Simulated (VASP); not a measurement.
# Se (R-3m) in VASP: notebook, part 2 of 2

VASP 6.6.1.

**3. Relaxation of cell and atoms, PBEsol, target pressure 125 GPa, at which the enthalpy is minimised**

This run uses another cell than the first one, of 11.81 Å³/atom, 1.044 times its volume.

Input file INCAR:

```
SYSTEM = Se
ALGO     = Normal         ! electronic algorithm
EDIFF    = 1E-7           ! SCF threshold, eV
EDIFFG   = -0.005         ! ionic threshold
ENCUT    = 600            ! plane-wave cutoff, eV
GGA      = PS             ! functional
IBRION   = 2              ! ionic algorithm
ISIF     = 3              ! what is computed and relaxed
ISMEAR   = 0              ! smearing method
LASPH    = .TRUE.         ! aspherical terms in the spheres
LCHARG   = .FALSE.        ! write CHGCAR
LREAL    = .FALSE.        ! projectors in reciprocal space
LWAVE    = .FALSE.        ! write WAVECAR
NELM     = 80             ! most SCF steps
NSW      = 90             ! ionic steps
PREC     = Accurate       ! precision mode
PSTRESS  = 1250.0       
SIGMA    = 0.03           ! smearing width, eV
```

Input file KPOINTS:

```
k-points
0
G
  15 15 13
  0 0 0
```

Input file POSCAR:

```
Se                                      
1.0
    2.0355212187      1.1752087238      0.8230682420
   -2.0355212187      1.1752087238      0.8230682420
    0.0000000000     -2.3504174476      0.8230682420
  Se            
     1
Direct
     0.0000000000000000    0.0000000000000000    0.0000000000000000
```

Potentials or basis: VASP PAW PBE potentials, release 64 (Se).

The run is started by

```console
$ cat potpaw_PBE.64/Se/POTCAR > POTCAR
$ mpirun -np 1 vasp_std > vasp.out
```

OUTCAR:

```text
SYSTEM = Se
   EDIFF = 1E-7
   EDIFFG = -0.005
   ENCUT = 600
   GGA = PS
   IBRION = 2
   ISIF = 3
   ISMEAR = 0
   LASPH = .TRUE.
   LREAL = .FALSE.
   NELM = 80
   NSW = 90
   PREC = Accurate
   PSTRESS = 1250.0

 ion  position               nearest neighbor table
   1  0.000  0.000  0.000-

  LATTYP: Found a trigonal (rhomboedric) cell.
 ALAT       =     2.4903621237
 COS(alpha) =    -0.3361532075

  Lattice vectors:

 A1 = (   2.0355212187,   1.1752087238,   0.8230682420)
 A2 = (  -2.0355212187,   1.1752087238,   0.8230682420)
 A3 = (   0.0000000000,  -2.3504174476,   0.8230682420)

Analysis of symmetry for initial positions (statically):
=====================================================================
 Subroutine PRICEL returns:
 Original cell was already a primitive cell.

 Routine SETGRP: Setting up the symmetry group for a
 trigonal (rhombohedral) supercell.

 Subroutine GETGRP returns: Found 12 space group operations
 (whereof 12 operations were pure point group operations)
 out of a pool of 12 trial point group operations.

The static configuration has the point symmetry D_3d.

Analysis of symmetry for dynamics (positions and initial velocities):
=====================================================================
 Subroutine PRICEL returns:
 Original cell was already a primitive cell.

 Routine SETGRP: Setting up the symmetry group for a
 trigonal (rhombohedral) supercell.

 Subroutine GETGRP returns: Found 12 space group operations
 (whereof 12 operations were pure point group operations)
 out of a pool of 12 trial point group operations.

The dynamic configuration has the point symmetry D_3d.

 Subroutine INISYM returns: Found 12 space group operations
 (whereof 12 operations are pure point group operations),
 and found     1 'primitive' translations

----------------------------------------------------------------------------------------

                                     Primitive cell

  volume of cell :      11.8135

  direct lattice vectors                    reciprocal lattice vectors
     2.035521219  1.175208724  0.823068242     0.245637331  0.141818779  0.404988695
    -2.035521219  1.175208724  0.823068242    -0.245637331  0.141818779  0.404988695
     0.000000000 -2.350417448  0.823068242     0.000000000 -0.283637559  0.404988695

  length of vectors
     2.490362124  2.490362124  2.490362124     0.494435140  0.494435140  0.494435140

  position of ions in fractional coordinates (direct lattice)
     0.000000000  0.000000000  0.000000000

  ion indices of the primitive-cell ions
   primitive index   ion index
                 1           1

----------------------------------------------------------------------------------------

 KPOINTS: k-points

Automatic generation of k-mesh.
 Grid dimensions read from file:
 generate k-points for:   15   15   13

 Generating k-lattice:

  Cartesian coordinates                     Fractional coordinates (reciprocal lattice)
     0.016375822  0.009454585  0.026999246     0.066666667 -0.000000000  0.000000000
    -0.016375822  0.009454585  0.026999246    -0.000000000  0.066666667  0.000000000
[... 40 lines left out ...]
  0.200000  0.000000 -0.000000      4.000000
  0.266667 -0.000000  0.000000      4.000000
  0.333333 -0.000000  0.000000      4.000000
[... 16 lines left out ...]
  0.133333  0.133333  0.000000      2.000000
  0.200000  0.133333 -0.000000      4.000000
 [... further k-points ...]
   k-points           NKPTS =    784   k-points in BZ     NKDIM =    784   number of bands    NBANDS=      7
   number of dos      NEDOS =    301   number of ions     NIONS =      1
   total plane-waves  NPLWV =   8000
   dimension x,y,z NGX =    20 NGY =   20 NGZ =   20
   dimension x,y,z NGXF=    40 NGYF=   40 NGZF=   40
   ions per type =               1
   NGX,Y,Z   is equivalent  to a cutoff of  13.35, 13.35, 13.35 a.u.
   NGXF,Y,Z  is equivalent  to a cutoff of  26.70, 26.70, 26.70 a.u.
 SYSTEM =  Se
   PREC   = accura    normal or accurate (medium, high low for compatibility)
   ISTART =      0    job   : 0-new  1-cont  2-samecut
   ICHARG =      2    charge: 1-file 2-atom 10-const
   ISPIN  =      1    spin polarized calculation?
   LNONCOLLINEAR =      F non collinear calculations
   LSORBIT =      F    spin-orbit coupling
   LASPH  =      T    aspherical Exc in radial PAW
   ENCUT  =  600.0 eV  44.10 Ry    6.64 a.u.   4.97  4.97  4.97*2*pi/ulx,y,z
   NELM   =     80;   NELMIN=  2; NELMDL= -5     # of ELM steps
   EDIFF  = 0.1E-06   stopping-criterion for ELM
   LREAL  =      F    real-space projection
   EDIFFG = -.5E-02   stopping-criterion for IOM
   NSW    =     90    number of steps for IOM
   IBRION =      2    ionic relax: 0-MD 1-quasi-New 2-CG
   NFREE  =      1    steps in history (QN), initial steepest desc. (CG)
   ISIF   =      3    stress and relaxation
   ISYM   =      2    0-nonsym 1-usesym 2-fastsym
   POTIM  = 0.5000    time-step for ionic-motion
   TEBEG  =    0.0;   TEEND  =   0.0 temperature during run
   PSTRESS= 1250.0 pullay stress
   NELECT =       6.0000    total number of electrons
   NUPDOWN=      -1.0000    fix difference up-down
   EMIN   =  10.00;   EMAX   =-10.00  energy-range for DOS
   EFERMI =   0.00;   METHOD = LEGACY
   ISMEAR =     0;   SIGMA  =   0.03  broadening in eV -4-tet -1-fermi 0-gaus
   EFERMI_NEDOS =   21; number of points for ismear=-14 and -15
   IALGO  =     38    algorithm
   IMIX   =      4    mixing-type and parameters
     AMIX     =   0.40;   BMIX     =  1.00
     AMIX_MAG =   1.60;   BMIX_MAG =  1.00
  volume/ion in A,a.u.               =      11.81        79.72
  Fermi-wavevector in a.u.,A,eV,Ry     =   1.306169  2.468301 23.212589  1.706077
  Thomas-Fermi vector in A             =   2.436989
   LORBIT       =      0    0 simple, 1 ext, 2 COOP (PROOUT), +10 PAW based schemes
   GGA     = PS    functional components
   LHFCALC =     F    Hartree Fock is set to
   AEXX    =    0.0000 exact exchange contribution
   IVDW    =     0    specifies the selected vdW correction
   LEPSILON=     F    determine dielectric tensor
   LRPA    =     F    only Hartree local field effects (RPA)
 conjugate gradient relaxation of ions
 non-spin polarized calculation
 Gauss-broadening in eV      SIGMA  =   0.03
  energy-cutoff  :      600.00
  volume of cell :       11.81
 maximum number of plane-waves:       406
   NGX =  9   NGY =  9   NGZ =  9

 number of electron       5.9999999 magnetization

 Free energy of the ion-electron system (eV)
  ---------------------------------------------------
  ext. energy  EPLUGINS =         0.00000000
  ---------------------------------------------------
  free energy    TOTEN  =        -1.51918864 eV

  energy without entropy =       -1.51901289  energy(sigma->0) =       -1.51910076

 E-fermi :  13.9332     XC(G=0): -13.3015

 val. band max:       13.9179211952   @ k =  -0.2000   0.4000   0.2308
 cond. band min:      13.9432652096   @ k =  -0.2000   0.2000   0.1538
 fundamental gap:      0.0253440144
 Fermi energy:        13.9332292096

 k-point     1 :       0.0000    0.0000    0.0000
  band No.  band energies     occupation
      1      -9.0162      2.00000
      2      20.7628      0.00000
      3      20.7628      0.00000
      4      21.0379      0.00000
      5      27.6616      0.00000
      6      27.8244      0.00000
      7      27.8244      0.00000
[... 221 lines left out ...]
 k-point    24 :       0.2000    0.1333   -0.0000
  band No.  band energies     occupation
      1      -5.9566      2.00000
      2      10.4598      2.00000
      3      13.6077      2.00000
      4      17.5038      0.00000
      5      24.1750      0.00000
      6      25.8861      0.00000
      7      29.6211      0.00000

 [... further k-points ...]

------------------------ aborting loop because EDIFF is reached ----------------------------------------

  FORCE on cell =-STRESS in cart. coord.  units (eV):
  Direction    XX          YY          ZZ          XY          YZ          ZX
  --------------------------------------------------------------------------------------
  -------------------------------------------------------------------------------------
  Total        9.2178365      9.2178365      9.2215838      0.0000000      0.0000000      0.0000000
  in kB     1250.1491938   1250.1491943   1250.6574126      0.0000000      0.0000000      0.0000000
  external PRESSURE =       0.3186002 kB  Pullay stress =    1250.0000000 kB

 VOLUME and BASIS-vectors are now :
 -----------------------------------------------------------------------------
  energy-cutoff  :      600.00
  volume of cell :       11.81
      direct lattice vectors                 reciprocal lattice vectors
     2.035521219  1.175208724  0.823068242     0.245637331  0.141818779  0.404988695
    -2.035521219  1.175208724  0.823068242    -0.245637331  0.141818779  0.404988695
     0.000000000 -2.350417448  0.823068242     0.000000000 -0.283637559  0.404988695

 POSITION                                       TOTAL-FORCE (eV/Angst)
 -----------------------------------------------------------------------------------
      0.00000      0.00000      0.00000        -0.000000     -0.000000     -0.000000
 -----------------------------------------------------------------------------------
    total drift:                                0.000000     -0.000000      0.000000

  FREE ENERGIE OF THE ION-ELECTRON SYSTEM (eV)
  ---------------------------------------------------
  free  energy   TOTEN  =        -1.5191886385 eV

  energy  without entropy=       -1.5190128906  energy(sigma->0) =       -1.51910076

  enthalpy is  TOTEN    =         7.6975477526 eV   P V=        9.2167363911

 reached required accuracy - stopping structural energy minimisation
```

It took 25 s on 1 thread of Intel Xeon 6975P-C (Granite Rapids), shared host; peak memory 0.19 GiB.

Results:

* Free energy: -1.5192 eV
* Pressure after relaxing: 125.0 GPa
* Band gap on the k mesh: none (metal or under the smearing width)

Final structure:
```
Se
1.0
     2.03552    1.17521    0.82307
    -2.03552    1.17521    0.82307
     0.00000   -2.35042    0.82307
Se
1
Direct
  0.00000 0.00000 0.00000
```

Caveat: the relaxation stopped at its first step, so nothing moved; the cell is relaxed towards a set pressure, so the enthalpy falls and the energy may rise; the PAW data sets were made with another functional, which shifts forces and pressure a little.
